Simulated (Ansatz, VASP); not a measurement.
MgO: VASP beside Ansatz

```
Mg O
1.0
     0.00000    2.13515    2.13515
     2.13515    0.00000    2.13515
     2.13515    2.13515    0.00000
Mg O
1 1
Direct
  0.00000 0.00000 0.00000
  0.50000 0.50000 0.50000
```

Alike in both runs: task electric field gradients; functional PBE; k mesh 15 × 15 × 15; occupations fermi-dirac, width 0.01 eV; no spin polarisation.

```csv
,VASP,Ansatz
version,VASP 6.6.1,Ansatz 0.2.0
potentials or method,"VASP PAW PBE potentials, release 64 (Mg, O)","PAW with Ansatz's default frozen-core files, scalar-relativistic"
plane-wave cutoff (eV),520,420
valence electrons in the cell,8,16
```

VASP gave:

| Property | Result |
| --- | --- |
| gap on the k mesh at the Fermi level (eV) | 4.34 |
| pressure (GPa) | -2.4 |
| Vzz of the field gradient on the site that differs most (V/Å²) | 0.0 |

Question: Estimate Ansatz's values.

Answer: gap on the k mesh at the Fermi level (eV): 4.35; pressure (GPa): -1.7; Vzz of the field gradient on the site that differs most (V/Å²): 0.0.

The two sets of potentials don't hold the same shells in valence.

Caveats: an odd mesh through Γ misses points on the zone boundary, where band edges often lie.
